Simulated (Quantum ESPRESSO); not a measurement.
Runs of Quantum ESPRESSO 7.5 on ZrSe2. The structure is trigonal, space group P-3m1 (No. 164). The conventional cell has a = 3.798 Å, b = 3.798 Å, c = 6.192 Å, α = 90.00°, β = 90.00°, γ = 120.00°. Zr (site symmetry -3m) is surrounded by 6 Se at 2.68 Å. Around Se (site symmetry 3m) lie 3 Zr at 2.68 Å. 

```csv
level,U,mixing beta,gap on the mesh (eV),pressure (GPa),largest force (eV/Å)
PBEsol+U,Zr d U = 1 eV,0.3,0.49,-0.3,0.17
PBEsol,-,0.5,0.36,(a),0.10
PBEsol+U,Zr d U = 5 eV,0.3,1.27,(b),0.48
PBEsol+U,Zr d U = 8 eV,0.3,2.18,6.9,0.76
PBEsol+U,Zr d U = 3 eV,0.3,0.82,1.5,(c)
```

Alike in all rows: task single point; potentials or basis SSSP 1.3 efficiency PBE; no spin polarisation; cell as given; k mesh 8 × 8 × 5; cutoff (eV) 748; smearing fermi-dirac 0.05 eV.

Q: Estimate the missing entries.

A: (a) -1.1; (b) 3.6; (c) 0.31.

Caveats: the potentials were made for another functional, which shifts forces and pressure; an odd mesh through Γ misses points on the zone boundary, where band edges often lie; this functional lacks dispersion, which binds the layers, so the pressure and a relaxed spacing across them are unreliable.

A k mesh can miss the band edges, and the runs leave out spin-orbit coupling on Se, Zr.

Runs at the PBE level aren't shown here.
